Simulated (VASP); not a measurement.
BaTiO3:

```xyz
5
Lattice="4.0060 0.0000 0.0000 0.0000 4.0060 0.0000 0.0000 0.0000 4.0060" Properties=species:S:1:pos:R:3 pbc="T T T"
Ba    2.0030    2.0030    2.0030
Ti    0.0000    0.0000    0.0000
O     2.0030    0.0000    0.0000
O     0.0000    2.0030    0.0000
O     0.0000    0.0000    2.0030
```

| Item | Value |
| --- | --- |
| Program | VASP 6.6.1 |
| Task | relaxation of cell and atoms |
| Functional | LDA |
| Potentials or basis | VASP PAW LDA potentials, release 64 (Ba_sv, Ti_sv, O) |
| Cutoff | 600 eV |
| k mesh | 8 × 8 × 8 |
| Occupations | gaussian, width 0.03 eV |
| Spin | no spin polarisation |

At the start: pressure -7.5 GPa; volume 12.86 Å³/atom.

Problem. Where does the relaxation end?

Solution. Over 3 steps the energy falls by 12.9 meV/atom and the volume is 12.33 Å³/atom (-4.1 %); space group Pm-3m (No. 221, to 0.05 Å).

The path:
| step | energy change (eV) | largest force (eV/Å) | pressure (GPa) | volume (Å³) |
| --- | --- | --- | --- | --- |
| 1 | 0.0000 | 0.0000 | -7.46 | 64.29 |
| 2 | 0.0152 | 0.0000 | 9.75 | 58.88 |
| 3 | -0.0647 | 0.0000 | -0.07 | 61.64 |

Final structure:
```
Ba Ti O
1.0
     3.95021    0.00000    0.00000
     0.00000    3.95021    0.00000
     0.00000    0.00000    3.95021
Ba Ti O
1 1 3
Direct
  0.50000 0.50000 0.50000
  0.00000 0.00000 0.00000
  0.50000 0.00000 0.00000
  0.00000 0.50000 0.00000
  0.00000 0.00000 0.50000
```
